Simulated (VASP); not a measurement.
Write the native input for VASP 6.6.1 that does the following.

```
Task                   : single point
Functional             : PBEsol
Potentials or basis    : VASP PAW PBE potentials, release 64 (Se, Cd)
Cutoff                 : 750 eV
k mesh                 : 10 × 10 × 1
Occupations            : gaussian, width 0.05 eV
Spin                   : no spin polarisation
Vacuum (Å)             : 22
Dipole correction      : yes
Further INCAR settings : ALGO = Normal; EDIFF = 1e-08; NBANDS = 52
```

The structure of CdSe lies in POSCAR:

```
CdSe
1.0
    4.2984999142      0.0000000000      0.0000000000
   -2.1492499571      3.7226101239      0.0000000000
    0.0000000000      0.0000000000     33.3997000000
Se Cd
4 4
Direct
    0.6666666667      0.3333333334      0.3293442755
    0.3333333333      0.6666666666      0.4343631829
    0.6666666667      0.3333333334      0.5393820903
    0.3333333333      0.6666666666      0.6444009976
    0.3333333333      0.6666666666      0.3555990024
    0.6666666667      0.3333333334      0.4606179097
    0.3333333333      0.6666666666      0.5656368171
    0.6666666667      0.3333333334      0.6706557245
```

These files were run (other wordings do the same):

INCAR

```
PREC = Accurate
ENCUT = 750
EDIFF = 1E-8
ISMEAR = 0
SIGMA = 0.05
LREAL = False
LASPH = True
NELM = 120
ALGO = Normal
ISIF = 2
LWAVE = False
LCHARG = False
LDIPOL = True
IDIPOL = 3
DIPOL = 0.5 0.5 0.500
GGA = PS
NBANDS = 52
LVHAR = True
LVACPOTAV = True
```

KPOINTS

```
Automatic mesh
0
Gamma
  10 10 1
```

Potentials or basis: VASP PAW PBE potentials, release 64 (Se, Cd).

Run with:

```console
$ cat potpaw_PBE.64/Se/POTCAR potpaw_PBE.64/Cd/POTCAR > POTCAR
$ mpirun -np 1 vasp_std > vasp.out
```

Results of the run:

```
Largest force                   : 0.900 eV/Å
Band gap on the k mesh          : none (metal or under the smearing width)
Work function of the upper face : 2.95 eV
Work function of the lower face : 6.66 eV
```

Caveat: the PAW data sets were made with another functional, which shifts forces and pressure a little; the cell's inner coordinates are idealised or old, which leaves forces on the atoms.

Run time: 43 min on 1 thread of Intel(R) Xeon(R) 6975P-C (Granite Rapids) (shared host), peak memory 1.3 GiB.
